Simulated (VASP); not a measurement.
# Cr (P6_3/mmc) in VASP: a series of runs, part 2 of 2

VASP 6.6.1. The steps go on from the part before.

## (4) Single point, PBEsol, collinear spin, ferromagnetic start

Contents of INCAR:

```
SYSTEM = Cr
ADDGRID = .FALSE.
ALGO = Normal
EDIFF = 1E-6
ENCUT = 400
GGA = PS
ISIF = 2
ISMEAR = 1
ISPIN = 2
LASPH = .TRUE.
LCHARG = .FALSE.
LMAXMIX = 4
LORBIT = 11
LREAL = .FALSE.
LWAVE = .FALSE.
MAGMOM = 3 3
NELM = 100
PREC = Accurate
SIGMA = 0.2
```

Contents of KPOINTS:

```
k-points
0
G
  17 17 9
  0 0 0
```

Contents of POSCAR:

```
Cr
1.0
    2.7140000000      0.0000000000      0.0000000000
   -1.3570000000      2.3503929459      0.0000000000
    0.0000000000      0.0000000000      4.4100000000
Cr
2
Direct
    0.6666666667      0.3333333333      0.7500000000
    0.3333333333      0.6666666667      0.2500000000
```

Started as:

```console
$ cat potpaw_PBE.64/Cr_pv/POTCAR > POTCAR
$ mpirun -np 1 vasp_std > vasp.out
```

Run time: 79 s. Hardware: 1 thread of Intel Xeon Platinum 8488C (Sapphire Rapids), shared host; peak memory 0.19 GiB.

The run converged, but some of its settings lie outside the range that counts as converged, so its numbers aren't taken as properties of the crystal.

What came out:

```
Free energy                                           : -18.8987 eV
Pressure                                              : -33.1 GPa
Band gap on the k mesh                                : none (metal or under the smearing width)
Net moment                                            : 1.81 μB per cell
Site moments                                          : Cr +0.84 μB
Valence electrons inside the program's atomic spheres : Cr 10.71
```

Caveat: a pressure of tens of GPa on the cell as given is suspect, and the run, the potentials or the cell itself is likely at fault; the PAW data sets were made with another functional, which shifts forces and pressure a little.

## (5) Single point, PBEsol, collinear spin, ferromagnetic start

Edit INCAR of step 4 so:

```diff
@@ -18,2 +18,2 @@
 PREC = Accurate
-SIGMA = 0.2
+SIGMA = 0.05
```

KPOINTS is that of step 4.

POSCAR is that of step 4.

Potentials or basis: VASP PAW PBE potentials, release 64 (Cr_pv).

Started as:

```console
$ cat potpaw_PBE.64/Cr_pv/POTCAR > POTCAR
$ mpirun -np 1 vasp_std > vasp.out
```

OUTCAR:

```text
SYSTEM = Cr
   EDIFF = 1E-6
   ENCUT = 400
   GGA = PS
   ISIF = 2
   ISMEAR = 1
   ISPIN = 2
   LASPH = .TRUE.
   LORBIT = 11
   LREAL = .FALSE.
   NELM = 100
   PREC = Accurate

 Found    165 irreducible k-points:

 Following reciprocal coordinates:
            Coordinates               Weight
  0.000000  0.000000  0.000000      1.000000
  0.058824  0.000000  0.000000      6.000000
  0.117647  0.000000  0.000000      6.000000
  0.176471  0.000000  0.000000      6.000000
  0.235294  0.000000  0.000000      6.000000
  0.294118 -0.000000  0.000000      6.000000
   k-points           NKPTS =    165   k-points in BZ     NKDIM =    165   number of bands    NBANDS=     19
   number of dos      NEDOS =    301   number of ions     NIONS =      2
   total plane-waves  NPLWV =   9720
   dimension x,y,z NGX =    18 NGY =   18 NGZ =   30
   dimension x,y,z NGXF=    36 NGYF=   36 NGZF=   60
   ions per type =               2
   NGX,Y,Z   is equivalent  to a cutoff of  11.03, 11.03, 11.31 a.u.
   NGXF,Y,Z  is equivalent  to a cutoff of  22.05, 22.05, 22.62 a.u.
 SYSTEM =  Cr
   PREC   = accura    normal or accurate (medium, high low for compatibility)
   ISTART =      0    job   : 0-new  1-cont  2-samecut
   ICHARG =      2    charge: 1-file 2-atom 10-const
[... 205 lines left out ...]
      3     -33.9680      1.00000
      4     -33.8997      1.00000
      5     -33.8997      1.00000
      6     -33.8992      1.00000
[... 109 lines left out ...]
      6     -33.9392      1.00000
[... 11 lines left out ...]
     18      14.7217      0.00000
     19      16.0183      0.00000

 [... further k-points ...]
[... 5 lines left out ...]
  --------------------------------------------------------------------------------------
  -------------------------------------------------------------------------------------
  Total       -6.0691439     -6.0691439     -5.3085336      0.0000000      0.0000000      0.0000000
  in kB     -345.6599874   -345.6599874   -302.3404451      0.0000000      0.0000000      0.0000000
  external PRESSURE =    -331.2201399 kB  Pullay stress =       0.0000000 kB

 VOLUME and BASIS-vectors are now :
 -----------------------------------------------------------------------------
  energy-cutoff  :      400.00
  volume of cell :       28.13
      direct lattice vectors                 reciprocal lattice vectors
     2.714000000  0.000000000  0.000000000     0.368459838  0.212730387  0.000000000
    -1.357000000  2.350392946  0.000000000     0.000000000  0.425460773  0.000000000
     0.000000000  0.000000000  4.410000000     0.000000000  0.000000000  0.226757370

 POSITION                                       TOTAL-FORCE (eV/Angst)
 -----------------------------------------------------------------------------------
      1.35700      0.78346      3.30750        -0.000000      0.000000      0.000000
     -0.00000      1.56693      1.10250         0.000000     -0.000000      0.000000
 -----------------------------------------------------------------------------------
    total drift:                               -0.000000      0.000000     -0.000000

  FREE ENERGIE OF THE ION-ELECTRON SYSTEM (eV)
  ---------------------------------------------------
  free  energy   TOTEN  =       -18.8990339712 eV

  energy  without entropy=      -18.8986261461  energy(sigma->0) =      -18.89889803

 total charge

# of ion       s       p       d       tot
------------------------------------------
    1        0.376   6.282   4.055  10.712
    2        0.376   6.282   4.055  10.712
--------------------------------------------------
tot          0.751  12.564   8.109  21.425

 magnetization (x)

# of ion       s       p       d       tot
------------------------------------------
    1        0.001   0.024   0.814   0.839
    2        0.001   0.024   0.814   0.839
--------------------------------------------------
tot          0.002   0.048   1.628   1.677
```

Wall time 2 min (1 thread of Intel Xeon Platinum 8488C (Sapphire Rapids), shared host); peak memory 0.19 GiB.

These settings aren't checked as converged: the numbers below hold their error.

Results:

- Free energy: -18.8990 eV
- Pressure: -33.1 GPa
- Band gap on the k mesh: none (metal or under the smearing width)
- Net moment: 1.81 μB per cell
- Site moments: Cr +0.84 μB
- Valence electrons inside the program's atomic spheres: Cr 10.71

Caveat: a pressure of tens of GPa on the cell as given is suspect, and the run, the potentials or the cell itself is likely at fault; the PAW data sets were made with another functional, which shifts forces and pressure a little.
